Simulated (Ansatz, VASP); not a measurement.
**Pt: VASP beside Ansatz**

```
Pt
1.0
     0.00000    1.97009    1.97009
     1.97009    0.00000    1.97009
     1.97009    1.97009    0.00000
Pt
1
Cartesian
  0.0000 0.0000 0.0000
```

Alike in both runs: functional r2SCAN; k mesh 18 × 18 × 18; occupations gaussian, width 0.1 eV; no spin polarisation.

Ansatz relaxed the structure, and its values are those at the end. VASP's run is a single point on that final structure, the one shown.

|  | VASP | Ansatz |
| --- | --- | --- |
| version | VASP 6.6.1 | Ansatz 0.2.0 |
| potentials or method | VASP PAW PBE potentials, release 64 (Pt) | scalar-relativistic, plane waves, PAW |
| plane-wave cutoff (eV) | 520 | 500 |
| valence electrons in the cell | 10 | 18 |

Ansatz gave:

- gap on the k mesh at the Fermi level (eV): none
- pressure (GPa): 0.0

What did VASP give for the same quantities?

gap on the k mesh at the Fermi level (eV): none; pressure (GPa): 0.7.

A gap of «none» marks a metal or a gap that the smearing closes. With one functional, cell and mesh, what is left measures potentials, basis and numerics. The two sets of potentials don't hold the same shells in valence.

Caveats: the PAW data sets were made with another functional, which shifts forces and pressure a little (VASP). The runs have no spin-orbit coupling, so splittings on Pt are missing.
